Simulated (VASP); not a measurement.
# WS2 in VASP: further runs

Runs on WS2. Level: PBE. Tasks: single point.

All numbers are computed with VASP 6.6.1; they aren't measurements. Logs are shortened: lines on timing, memory, paths and dates and some standing lists are left out, and cuts for length are marked.

### 1 Starting point

The cell holds a slab with vacuum, 3 atoms: a = 3.180 Å, b = 3.180 Å, c = 21.125 Å, α = 90.00°, β = 90.00°, γ = 120.00°.

### 2 Single point, PBE

The input, INCAR:

```
SYSTEM = WS2
PREC = Accurate ; ENCUT = 520
EDIFF = 1E-7 ; ISMEAR = 0
SIGMA = 0.05 ; LREAL = .FALSE.
LASPH = .TRUE. ; NELM = 120
ALGO = Normal ; ISIF = 2
LWAVE = .FALSE. ; LCHARG = .FALSE.
LDIPOL = .TRUE. ; IDIPOL = 3
DIPOL = 0.5 0.5 0.500 ; GGA = PE
NBANDS = 24 ; LVHAR = .TRUE.
LVACPOTAV = .TRUE.
```

The input, KPOINTS:

```
Automatic mesh
0
G
  10 10 1
  0 0 0
```

The input, POSCAR:

```
WS2
1.0
    3.1800000000      0.0000000000      0.0000000000
   -1.5900000000      2.7539607800      0.0000000000
    0.0000000000      0.0000000000     21.1250000000
S W
2 1
Direct
    0.3333333333      0.6666666667      0.4260355030
    0.3333333333      0.6666666667      0.5739644970
    0.6666666667      0.3333333333      0.5000000000
```

Potentials or basis: VASP PAW PBE potentials, release 64 (S, W_sv).

Command:

```console
$ cat potpaw_PBE.64/S/POTCAR potpaw_PBE.64/W_sv/POTCAR > POTCAR
$ mpirun -np 1 vasp_std > vasp.out
```

OUTCAR:

```text
SYSTEM = WS2
   PREC = Accurate
   ENCUT = 520
   EDIFF = 1E-7
   ISMEAR = 0
   LREAL = .FALSE.
   LASPH = .TRUE.
   NELM = 120
   ISIF = 2
   GGA = PE

 Found     14 irreducible k-points:

 Following reciprocal coordinates:
            Coordinates               Weight
  0.000000  0.000000  0.000000      1.000000
  0.100000  0.000000  0.000000      6.000000
  0.200000  0.000000  0.000000      6.000000
  0.300000  0.000000  0.000000      6.000000
  0.400000  0.000000  0.000000      6.000000
  0.500000  0.000000  0.000000      3.000000
   k-points           NKPTS =     14   k-points in BZ     NKDIM =     14   number of bands    NBANDS=     24
   number of dos      NEDOS =    301   number of ions     NIONS =      3
   total plane-waves  NPLWV =  92160
   dimension x,y,z NGX =    24 NGY =   24 NGZ =  160
   dimension x,y,z NGXF=    48 NGYF=   48 NGZF=  320
   ions per type =               2   1
   NGX,Y,Z   is equivalent  to a cutoff of  12.55, 12.55, 12.59 a.u.
   NGXF,Y,Z  is equivalent  to a cutoff of  25.09, 25.09, 25.18 a.u.
 SYSTEM =  WS2
   PREC   = accura    normal or accurate (medium, high low for compatibility)
   ISTART =      0    job   : 0-new  1-cont  2-samecut
   ICHARG =      2    charge: 1-file 2-atom 10-const
   ISPIN  =      1    spin polarized calculation?
   LNONCOLLINEAR =      F non collinear calculations
   LSORBIT =      F    spin-orbit coupling
   LASPH  =      T    aspherical Exc in radial PAW
   ENCUT  =  520.0 eV  38.22 Ry    6.18 a.u.   5.91  5.91 39.28*2*pi/ulx,y,z
   NELM   =    120;   NELMIN=  2; NELMDL= -5     # of ELM steps
   EDIFF  = 0.1E-06   stopping-criterion for ELM
   LREAL  =      F    real-space projection
   EDIFFG = 0.1E-05   stopping-criterion for IOM
   NSW    =      0    number of steps for IOM
   IBRION =     -1    ionic relax: 0-MD 1-quasi-New 2-CG
   NFREE  =      0    steps in history (QN), initial steepest desc. (CG)
   ISIF   =      2    stress and relaxation
   ISYM   =      2    0-nonsym 1-usesym 2-fastsym
   POTIM  = 0.5000    time-step for ionic-motion
   TEBEG  =    0.0;   TEEND  =   0.0 temperature during run
   PSTRESS=    0.0 pullay stress
   NELECT =      26.0000    total number of electrons
   NUPDOWN=      -1.0000    fix difference up-down
   EMIN   =  10.00;   EMAX   =-10.00  energy-range for DOS
   EFERMI =   0.00;   METHOD = LEGACY
   ISMEAR =     0;   SIGMA  =   0.05  broadening in eV -4-tet -1-fermi 0-gaus
   EFERMI_NEDOS =   21; number of points for ismear=-14 and -15
   IALGO  =     38    algorithm
   IMIX   =      4    mixing-type and parameters
     AMIX     =   0.40;   BMIX     =  1.00
     AMIX_MAG =   1.60;   BMIX_MAG =  1.00
  volume/ion in A,a.u.               =      61.67       416.16
  Fermi-wavevector in a.u.,A,eV,Ry     =   0.851149  1.608438  9.856796  0.724454
  Thomas-Fermi vector in A             =   1.967237
   LORBIT       =      0    0 simple, 1 ext, 2 COOP (PROOUT), +10 PAW based schemes
   GGA     = PE    functional components
   LHFCALC =     F    Hartree Fock is set to
   AEXX    =    0.0000 exact exchange contribution
   IVDW    =     0    specifies the selected vdW correction
   LEPSILON=     F    determine dielectric tensor
   LRPA    =     F    only Hartree local field effects (RPA)
 non-spin polarized calculation
 Gauss-broadening in eV      SIGMA  =   0.05
  energy-cutoff  :      520.00
  volume of cell :      185.00
 maximum number of plane-waves:      5020
 NGX is ok and might be reduce to    24
   NGX = 11   NGY = 11   NGZ = 79

 dipolmoment           0.000000      0.000000      0.000000 electrons x Angstroem

 number of electron      25.9999999 magnetization

 dipolmoment           0.000000      0.000000     -0.000000 electrons x Angstroem

 Free energy of the ion-electron system (eV)
  ---------------------------------------------------
  ext. energy  EPLUGINS =         0.00000000
  ---------------------------------------------------
  free energy    TOTEN  =       -23.67125131 eV

  energy without entropy =      -23.67125131  energy(sigma->0) =      -23.67125131

 E-fermi :  -1.8034     XC(G=0):  -3.6505

 val. band max:       -2.1141702989   @ k =   0.0000   0.0000   0.0000
 cond. band min:      -0.0702153526   @ k =   0.3000   0.3000   0.0000
 fundamental gap:      2.0439549462
 Fermi energy:        -1.8034301425

 k-point     1 :       0.0000    0.0000    0.0000
  band No.  band energies     occupation
      1     -76.1027      2.00000
      2     -40.3412      2.00000
      3     -40.1921      2.00000
      4     -40.1921      2.00000
      5     -16.8655      2.00000
      6     -15.2086      2.00000
[... 16 lines left out ...]
     23       5.9026      0.00000
     24       6.6324      0.00000

 k-point     2 :       0.1000    0.0000    0.0000
  band No.  band energies     occupation
      1     -76.1010      2.00000
      2     -40.3353      2.00000
      3     -40.2249      2.00000
      4     -40.1997      2.00000
      5     -16.7010      2.00000
      6     -15.1492      2.00000
[... 16 lines left out ...]
     23       6.1114      0.00000
     24       7.2788      0.00000

 k-point     3 :       0.2000    0.0000    0.0000
  band No.  band energies     occupation
      1     -76.0968      2.00000
      2     -40.3199      2.00000
      3     -40.3098      2.00000
      4     -40.2196      2.00000
      5     -16.2441      2.00000
      6     -14.9849      2.00000
[... 16 lines left out ...]
     23       6.7429      0.00000
     24       7.1334      0.00000

 k-point     4 :       0.3000    0.0000    0.0000
  band No.  band energies     occupation
      1     -76.0916      2.00000
      2     -40.4131      2.00000
      3     -40.3007      2.00000
      4     -40.2441      2.00000
      5     -15.6079      2.00000
      6     -14.7609      2.00000
[... 16 lines left out ...]
     23       6.9268      0.00000
     24       7.0099      0.00000

 k-point     5 :       0.4000    0.0000    0.0000
  band No.  band energies     occupation
      1     -76.0874      2.00000
      2     -40.4954      2.00000
      3     -40.2851      2.00000
      4     -40.2638      2.00000
      5     -15.0029      2.00000
      6     -14.5579      2.00000
[... 16 lines left out ...]
     23       7.5571      0.00000
     24       7.7369      0.00000

 k-point     6 :       0.5000    0.0000    0.0000
  band No.  band energies     occupation
      1     -76.0858      2.00000
      2     -40.5265      2.00000
      3     -40.2792      2.00000
      4     -40.2713      2.00000
      5     -14.7387      2.00000
      6     -14.4739      2.00000
[... 16 lines left out ...]
     23       7.9753      0.00000
     24       8.4313      0.00000

 [... further k-points ...]

------------------------ aborting loop because EDIFF is reached ----------------------------------------

  FORCE on cell =-STRESS in cart. coord.  units (eV):
  Direction    XX          YY          ZZ          XY          YZ          ZX
  --------------------------------------------------------------------------------------
  -------------------------------------------------------------------------------------
  Total        0.4698320      0.4698320      0.6810275      0.0000000      0.0000000     -0.0000000
  in kB        4.0688489      4.0688489      5.8978490      0.0000000      0.0000000     -0.0000000
  external PRESSURE =       4.6785156 kB  Pullay stress =       0.0000000 kB

 VOLUME and BASIS-vectors are now :
 -----------------------------------------------------------------------------
  energy-cutoff  :      520.00
  volume of cell :      185.00
      direct lattice vectors                 reciprocal lattice vectors
     3.180000000  0.000000000  0.000000000     0.314465409  0.181556689  0.000000000
    -1.590000000  2.753960780  0.000000000     0.000000000  0.363113377  0.000000000
     0.000000000  0.000000000 21.125000000     0.000000000  0.000000000  0.047337278

 POSITION                                       TOTAL-FORCE (eV/Angst)
 -----------------------------------------------------------------------------------
     -0.00000      1.83597      9.00000         0.000000      0.000000     -0.226814
     -0.00000      1.83597     12.12500        -0.000000      0.000000      0.226814
      1.59000      0.91799     10.56250         0.000000     -0.000000      0.000000
 -----------------------------------------------------------------------------------
    total drift:                                0.000000     -0.000000      0.000000

  FREE ENERGIE OF THE ION-ELECTRON SYSTEM (eV)
  ---------------------------------------------------
  free  energy   TOTEN  =       -23.6712513127 eV

  energy  without entropy=      -23.6712513127  energy(sigma->0) =      -23.67125131

 vacuum level on the upper side and lower side of the slab         3.606         3.606
```

It took 66 s on 1 thread of Intel Xeon Platinum 8559C (Emerald Rapids), shared host; peak memory 0.3 GiB.

These settings aren't checked as converged: the numbers below hold their error.

Results:

```yaml
Free_energy: -23.6713 eV
Largest_force: 0.227 eV/Å
Band_gap_on_the_k_mesh: 2.04 eV, indirect (least direct gap 2.17 eV)
Ionisation_potential_of_the_upper_face: 5.72 eV
```

Caveat: spin-orbit coupling is left out, which moves the levels of the heavy elements.

### 3 Single point, PBE

This run uses another cell than the first one, of 44.15 Å³/atom, 0.716 times its volume.

INCAR, as its differences from that of step 2:

```diff
@@ -1,3 +1,3 @@
 SYSTEM = WS2
-PREC = Accurate ; ENCUT = 520
+PREC = Accurate ; ENCUT = 400
 EDIFF = 1E-7 ; ISMEAR = 0
```

The input, KPOINTS:

```
Automatic mesh
0
G
  3 3 1
  0 0 0
```

The input, POSCAR:

```
WS2
1.0
    3.1800000000      0.0000000000      0.0000000000
   -1.5900000000      2.7539607800      0.0000000000
    0.0000000000      0.0000000000     15.1250000000
S W
2 1
Direct
    0.3333333333      0.6666666667      0.3966942149
    0.3333333333      0.6666666667      0.6033057851
    0.6666666667      0.3333333333      0.5000000000
```

Potentials or basis: VASP PAW PBE potentials, release 64 (S, W_sv).

Command:

```console
$ cat potpaw_PBE.64/S/POTCAR potpaw_PBE.64/W_sv/POTCAR > POTCAR
$ mpirun -np 1 vasp_std > vasp.out
```

Wall time 12 s (1 thread of Intel Xeon Platinum 8559C (Emerald Rapids), shared host); peak memory 0.21 GiB.

The run converged, but some of its settings lie outside the range that counts as converged, so its numbers aren't taken as properties of the slab.

What came out:

| Item | Value |
| --- | --- |
| Free energy | -23.6480 eV |
| Largest force | 0.053 eV/Å |
| Band gap on the k mesh | 1.79 eV, direct |
| Ionisation potential of the upper face | 5.65 eV |

Caveat: the k mesh is coarse (spacing up to 0.76 Å⁻¹), so the values aren't converged; spin-orbit coupling is left out, which moves the levels of the heavy elements.
